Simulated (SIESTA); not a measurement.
WC in SIESTA: the effect of Hubbard term

WC:

```
W C
1.0
     0.00000    2.19268    2.19268
     2.19268    0.00000    2.19268
     2.19268    2.19268    0.00000
W C
1 1
Cartesian
  0.0000 0.0000 0.0000
  2.1927 2.1927 2.1927
```

Measurements of this composition are mostly on another form, of space group No. 187.

Alike in all runs:

| Property | Result |
| --- | --- |
| Program | SIESTA 5.4.2 |
| Task | density of states |
| Functional | PBEsol |
| Potentials or basis | PseudoDojo 0.4 standard (PBEsol files) |
| Basis | DZP (energy shift 0.003 Ry; two zetas on semicore shells) |
| Grid cutoff | 800 Ry |
| Energy shift | 0.003 Ry |
| k mesh | 8 × 8 × 8 |
| Occupations | fermi-dirac, width 0.05 eV |
| Spin | no spin polarisation |
| Hubbard projector method | 1 |
| U from the first cycle | yes |
| broadening (eV) | 0.1 eV |
| window from (eV) | -25 eV |
| window to (eV) | 10 eV |
| energy points | 201 |

```csv
Hubbard term,pressure (GPa)
none,0.0
W d U = 2 eV,?
W d U = 4 eV,-5.0
W d U = 6 eV,-7.6
```

Problem. What does the run with Hubbard term W d U = 2 eV give?

Solution. Pressure -2.5 GPa.

Worked out: A straight line through the other rows of the pressure, of slope -1.26 GPa per eV, gives -2.5 GPa, against the run's -2.5.

Caveats: short orbitals over semicore shells can move pressures by several GPa; the basis of atomic orbitals isn't converged, which shifts pressures, moduli and gaps; U without spin polarisation on a metal has little footing (some runs); the U is typed as a test and isn't derived for this compound (some runs).
